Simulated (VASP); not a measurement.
# Ru in VASP: relaxation of the atoms with PBE

Aim: the relaxation of the atoms of Ru with PBE.

Program: VASP 6.6.1. These are calculated values, not measurements. Logs are shortened: lines on timing, memory, paths and dates and some standing lists are left out, and cuts for length are marked.

**1. The structure**

The cell holds a slab with vacuum, 9 atoms: a = 2.706 Å, b = 2.706 Å, c = 34.528 Å, α = 90.00°, β = 90.00°, γ = 60.00°.

The slab is cut from a database's or a generator's crystal, which needn't be the stable form of the element.

**2. Relaxation of the atoms, PBE**

Contents of INCAR:

```
ALGO = Normal ; EDIFF = 1E-6
EDIFFG = -0.01 ; ENCUT = 400
GGA = PE ; IBRION = 2
ISIF = 2 ; ISMEAR = 0
LASPH = True ; LCHARG = False
LREAL = False ; LWAVE = False
NELM = 60 ; NSW = 60
PREC = Accurate ; SIGMA = 0.1
```

Contents of KPOINTS:

```
k-points
0
Gamma
  16 16 1
```

Contents of POSCAR:

```
Ru
1.0
    2.7060000000      0.0000000000      0.0000000000
    1.3530000000      2.3434647426      0.0000000000
    0.0000000000      0.0000000000     34.5280000000
Ru
9
Direct
    0.0000000000      0.0000000000      0.2519694161
    0.3333333333      0.3333333333      0.3139770621
    0.0000000000      0.0000000000      0.3759847081
    0.3333333333      0.3333333333      0.4379923540
    0.0000000000      0.0000000000      0.5000000000
    0.3333333333      0.3333333333      0.5620076460
    0.0000000000      0.0000000000      0.6240152919
    0.3333333333      0.3333333333      0.6860229379
    0.0000000000      0.0000000000      0.7480305839
```

Potentials or basis: VASP PAW PBE potentials, release 64 (Ru_pv).

Command:

```console
> cat potpaw_PBE.64/Ru_pv/POTCAR > POTCAR
> mpirun -np 1 vasp_std > vasp.out
```

OUTCAR:

```text
EDIFF = 1E-6
   EDIFFG = -0.01
   ENCUT = 400
   GGA = PE
   IBRION = 2
   ISIF = 2
   ISMEAR = 0
   LASPH = True
   LREAL = False
   NELM = 60
   NSW = 60
   PREC = Accurate

 ion  position               nearest neighbor table
   1  0.000  0.000  0.252-   2 2.65   2 2.65   2 2.65
   2  0.333  0.333  0.314-   1 2.65   3 2.65   1 2.65   3 2.65   1 2.65   3 2.65
   3  0.000  0.000  0.376-   4 2.65   4 2.65   4 2.65   2 2.65   2 2.65   2 2.65
   4  0.333  0.333  0.438-   3 2.65   3 2.65   3 2.65   5 2.65   5 2.65   5 2.65
   5  0.000  0.000  0.500-   4 2.65   6 2.65   4 2.65   6 2.65   4 2.65   6 2.65
   6  0.333  0.333  0.562-   7 2.65   7 2.65   7 2.65   5 2.65   5 2.65   5 2.65
   7  0.000  0.000  0.624-   6 2.65   6 2.65   6 2.65   8 2.65   8 2.65   8 2.65
   8  0.333  0.333  0.686-   7 2.65   9 2.65   7 2.65   9 2.65   7 2.65   9 2.65
   9  0.000  0.000  0.748-   8 2.65   8 2.65   8 2.65

  LATTYP: Found a hexagonal cell.
 ALAT       =     2.7060000000
 C/A-ratio  =    12.7597930526

  Lattice vectors:

 A1 = (  -1.3530000000,  -2.3434647426,   0.0000000000)
 A2 = (   2.7060000000,   0.0000000000,   0.0000000000)
 A3 = (   0.0000000000,   0.0000000000,  34.5280000000)

Analysis of symmetry for initial positions (statically):
=====================================================================
 Subroutine PRICEL returns:
 Original cell was already a primitive cell.

 Routine SETGRP: Setting up the symmetry group for a
 hexagonal supercell.

 Subroutine GETGRP returns: Found 12 space group operations
 (whereof 12 operations were pure point group operations)
 out of a pool of 24 trial point group operations.

The static configuration has the point symmetry D_3h.

Analysis of symmetry for dynamics (positions and initial velocities):
=====================================================================
 Subroutine PRICEL returns:
 Original cell was already a primitive cell.

 Routine SETGRP: Setting up the symmetry group for a
 hexagonal supercell.

 Subroutine GETGRP returns: Found 12 space group operations
 (whereof 12 operations were pure point group operations)
 out of a pool of 24 trial point group operations.

The dynamic configuration has the point symmetry D_3h.

 Subroutine INISYM returns: Found 12 space group operations
 (whereof 12 operations are pure point group operations),
 and found     1 'primitive' translations

----------------------------------------------------------------------------------------

                                     Primitive cell

  volume of cell :     218.9564

  direct lattice vectors                    reciprocal lattice vectors
     2.706000000  0.000000000  0.000000000     0.369549150 -0.213359301  0.000000000
     1.353000000  2.343464743  0.000000000     0.000000000  0.426718603  0.000000000
     0.000000000  0.000000000 34.528000000     0.000000000  0.000000000  0.028962002

  length of vectors
     2.706000000  2.706000000 34.528000000     0.426718603  0.426718603  0.028962002

  position of ions in fractional coordinates (direct lattice)
     0.000000000  0.000000000  0.251969416
     0.333333333  0.333333333  0.313977062
     0.000000000  0.000000000  0.375984708
     0.333333333  0.333333333  0.437992354
     0.000000000  0.000000000  0.500000000
     0.333333333  0.333333333  0.562007646
     0.000000000  0.000000000  0.624015292
     0.333333333  0.333333333  0.686022938
     0.000000000  0.000000000  0.748030584

  ion indices of the primitive-cell ions
   primitive index   ion index
                 1           1
                 2           2
                 3           3
                 4           4
                 5           5
                 6           6
                 7           7
                 8           8
                 9           9

----------------------------------------------------------------------------------------

 KPOINTS: k-points

Automatic generation of k-mesh.
 Grid dimensions read from file:
 generate k-points for:   16   16    1

 Generating k-lattice:

  Cartesian coordinates                     Fractional coordinates (reciprocal lattice)
     0.023096822 -0.013334956  0.000000000     0.062500000  0.000000000  0.000000000
     0.000000000  0.026669913  0.000000000     0.000000000  0.062500000  0.000000000
     0.000000000  0.000000000  0.028962002     0.000000000  0.000000000  1.000000000

  Length of vectors
     0.026669913  0.026669913  0.028962002

  Shift w.r.t. Gamma in fractional coordinates (k-lattice)
     0.000000000  0.000000000  0.000000000

 Subroutine IBZKPT returns following result:
 ===========================================

 Found     30 irreducible k-points:

 Following reciprocal coordinates:
            Coordinates               Weight
  0.000000  0.000000  0.000000      1.000000
  0.062500  0.000000  0.000000      6.000000
  0.125000  0.000000  0.000000      6.000000
  0.187500  0.000000  0.000000      6.000000
  0.250000  0.000000  0.000000      6.000000
  0.312500  0.000000  0.000000      6.000000
[... 16 lines left out ...]
  0.375000  0.187500  0.000000      6.000000
  0.437500  0.187500  0.000000     12.000000
 [... further k-points ...]
   k-points           NKPTS =     30   k-points in BZ     NKDIM =     30   number of bands    NBANDS=     75
   number of dos      NEDOS =    301   number of ions     NIONS =      9
   total plane-waves  NPLWV =  77760
   dimension x,y,z NGX =    18 NGY =   18 NGZ =  240
   dimension x,y,z NGXF=    36 NGYF=   36 NGZF=  480
   ions per type =               9
   NGX,Y,Z   is equivalent  to a cutoff of  11.06, 11.06, 11.56 a.u.
   NGXF,Y,Z  is equivalent  to a cutoff of  22.12, 22.12, 23.11 a.u.
 SYSTEM =  unknown system
   PREC   = accura    normal or accurate (medium, high low for compatibility)
   ISTART =      0    job   : 0-new  1-cont  2-samecut
   ICHARG =      2    charge: 1-file 2-atom 10-const
   ISPIN  =      1    spin polarized calculation?
   LNONCOLLINEAR =      F non collinear calculations
   LSORBIT =      F    spin-orbit coupling
   LASPH  =      T    aspherical Exc in radial PAW
   ENCUT  =  400.0 eV  29.40 Ry    5.42 a.u.   4.41  4.41 56.31*2*pi/ulx,y,z
   NELM   =     60;   NELMIN=  2; NELMDL= -5     # of ELM steps
   EDIFF  = 0.1E-05   stopping-criterion for ELM
   LREAL  =      F    real-space projection
   EDIFFG = -.1E-01   stopping-criterion for IOM
   NSW    =     60    number of steps for IOM
   IBRION =      2    ionic relax: 0-MD 1-quasi-New 2-CG
   NFREE  =      1    steps in history (QN), initial steepest desc. (CG)
   ISIF   =      2    stress and relaxation
   ISYM   =      2    0-nonsym 1-usesym 2-fastsym
   POTIM  = 0.5000    time-step for ionic-motion
   TEBEG  =    0.0;   TEEND  =   0.0 temperature during run
   PSTRESS=    0.0 pullay stress
   NELECT =     126.0000    total number of electrons
   NUPDOWN=      -1.0000    fix difference up-down
   EMIN   =  10.00;   EMAX   =-10.00  energy-range for DOS
   EFERMI =   0.00;   METHOD = LEGACY
   ISMEAR =     0;   SIGMA  =   0.10  broadening in eV -4-tet -1-fermi 0-gaus
   EFERMI_NEDOS =   21; number of points for ismear=-14 and -15
   IALGO  =     38    algorithm
   IMIX   =      4    mixing-type and parameters
     AMIX     =   0.40;   BMIX     =  1.00
     AMIX_MAG =   1.60;   BMIX_MAG =  1.00
  volume/ion in A,a.u.               =      24.33       164.18
  Fermi-wavevector in a.u.,A,eV,Ry     =   1.361693  2.573226 25.228021  1.854207
  Thomas-Fermi vector in A             =   2.488247
   LORBIT       =      0    0 simple, 1 ext, 2 COOP (PROOUT), +10 PAW based schemes
   GGA     = PE    functional components
   LHFCALC =     F    Hartree Fock is set to
   AEXX    =    0.0000 exact exchange contribution
   IVDW    =     0    specifies the selected vdW correction
   LEPSILON=     F    determine dielectric tensor
   LRPA    =     F    only Hartree local field effects (RPA)
 conjugate gradient relaxation of ions
 non-spin polarized calculation
 Gauss-broadening in eV      SIGMA  =   0.10
  energy-cutoff  :      400.00
  volume of cell :      218.96
 maximum number of plane-waves:      4063
 NGX is ok and might be reduce to    18
   NGX =  9   NGY =  9   NGZ =113

--------------------------------------- Ionic step        1  -------------------------------------------

 number of electron     125.9999961 magnetization

 Free energy of the ion-electron system (eV)
  ---------------------------------------------------
  ext. energy  EPLUGINS =         0.00000000
  ---------------------------------------------------
  free energy    TOTEN  =       -80.95343053 eV

  energy without entropy =      -80.90497291  energy(sigma->0) =      -80.92920172

------------------------ aborting loop because EDIFF is reached ----------------------------------------

  FORCE on cell =-STRESS in cart. coord.  units (eV):
  Direction    XX          YY          ZZ          XY          YZ          ZX
  --------------------------------------------------------------------------------------
  -------------------------------------------------------------------------------------
  Total       -0.9521217     -0.9521217     -1.8431877     -0.0000000      0.0000000      0.0000000
  in kB       -6.9669938     -6.9669938    -13.4872221     -0.0000000      0.0000000      0.0000000
  external PRESSURE =      -9.1404032 kB  Pullay stress =       0.0000000 kB
[... 329 lines left out ...]
  energy  without entropy=      -80.9509877281  energy(sigma->0) =      -80.97682438

--------------------------------------- Ionic step        9  -------------------------------------------

 number of electron     125.9999965 magnetization

 Free energy of the ion-electron system (eV)
  ---------------------------------------------------
  ext. energy  EPLUGINS =         0.00000000
  ---------------------------------------------------
  free energy    TOTEN  =       -81.00282700 eV

  energy without entropy =      -80.95107019  energy(sigma->0) =      -80.97694859

 E-fermi :   5.0184     XC(G=0):  -8.4755

 val. band max:        5.0108381947   @ k =   0.0625   0.0000   0.0000
 cond. band min:       5.0296127942   @ k =  -0.3750   0.2500   0.0000
 fundamental gap:      0.0187745995
 Fermi energy:         5.0184227342

 k-point     1 :       0.0000    0.0000    0.0000
  band No.  band energies     occupation
      1     -38.6414      2.00000
      2     -38.6017      2.00000
      3     -38.4733      2.00000
      4     -38.2443      2.00000
      5     -38.0291      2.00000
      6     -37.8217      2.00000
[... 1861 lines left out ...]
     74       7.7527      0.00000
     75       7.9164      0.00000

 [... further k-points ...]

------------------------ aborting loop because EDIFF is reached ----------------------------------------

  FORCE on cell =-STRESS in cart. coord.  units (eV):
  Direction    XX          YY          ZZ          XY          YZ          ZX
  --------------------------------------------------------------------------------------
  -------------------------------------------------------------------------------------
  Total       -0.2306495     -0.2306495     -0.5691535      0.0000000      0.0000000      0.0000000
  in kB       -1.6877394     -1.6877394     -4.1646872      0.0000000      0.0000000      0.0000000
  external PRESSURE =      -2.5133887 kB  Pullay stress =       0.0000000 kB
[... 24 lines left out ...]
  FREE ENERGIE OF THE ION-ELECTRON SYSTEM (eV)
  ---------------------------------------------------
  free  energy   TOTEN  =       -81.0028269996 eV

  energy  without entropy=      -80.9510701865  energy(sigma->0) =      -80.97694859

 reached required accuracy - stopping structural energy minimisation
```

Wall time 25 min (1 thread of Intel Xeon 6975P-C (Granite Rapids), shared host); peak memory 0.41 GiB.

Results:

```yaml
Free_energy: -81.0028 eV
Energy_gained_by_relaxing: 5.5 meV/atom
Ionic_steps: 9
Largest_force_after_relaxing: 0.009 eV/Å
Band_gap_on_the_k_mesh: none (metal or under the smearing width)
```

Forces on the atoms (eV/Å):
```
Ru   0.000  0.000 -0.006
Ru   0.000  0.000 -0.009
Ru   0.000  0.000 -0.009
Ru   0.000  0.000  0.004
Ru   0.000  0.000  0.000
Ru   0.000  0.000 -0.004
Ru   0.000  0.000  0.009
Ru   0.000  0.000  0.009
Ru   0.000  0.000  0.006
```

Step by step:
```tsv
step	energy change (eV)	largest force (eV/Å)	pressure (GPa)
1	0.0000	0.6183	-0.91
2	-0.0450	0.1728	-0.33
3	-0.0461	0.1690	-0.21
4	-0.0486	0.0520	-0.17
5	-0.0489	0.0481	-0.14
6	-0.0491	0.0167	-0.15
7	-0.0492	0.0177	-0.16
8	-0.0492	0.0154	-0.18
9	-0.0494	0.0092	-0.25
```

Final structure:
```yaml
crystal:
  lattice:
    - [2.70600, 0.00000, 0.00000]
    - [1.35300, 2.34346, 0.00000]
    - [0.00000, 0.00000, 34.52800]
  atoms:
    - { symbol: Ru, position: [0.00000, 0.00000, 0.25291] }
    - { symbol: Ru, position: [0.33333, 0.33333, 0.31291] }
    - { symbol: Ru, position: [0.00000, 0.00000, 0.37520] }
    - { symbol: Ru, position: [0.33333, 0.33333, 0.43782] }
    - { symbol: Ru, position: [0.00000, 0.00000, 0.50000] }
    - { symbol: Ru, position: [0.33333, 0.33333, 0.56218] }
    - { symbol: Ru, position: [0.00000, 0.00000, 0.62480] }
    - { symbol: Ru, position: [0.33333, 0.33333, 0.68709] }
    - { symbol: Ru, position: [0.00000, 0.00000, 0.74709] }
```

Levels at points of the mesh, in eV from the Fermi level:
| k point | band 58 | band 59 | band 60 | band 61 | band 62 | band 63 | band 64 | band 65 |
| --- | --- | --- | --- | --- | --- | --- | --- | --- |
| (0.00, 0.00, 0.00) | -1.97 | -1.97 | -1.93 | -1.22 | -1.22 | -1.05 | -0.87 | -0.87 |
| (0.50, 0.00, 0.00) | 0.36 | 0.65 | 1.04 | 1.22 | 1.40 | 1.40 | 1.41 | 1.54 |
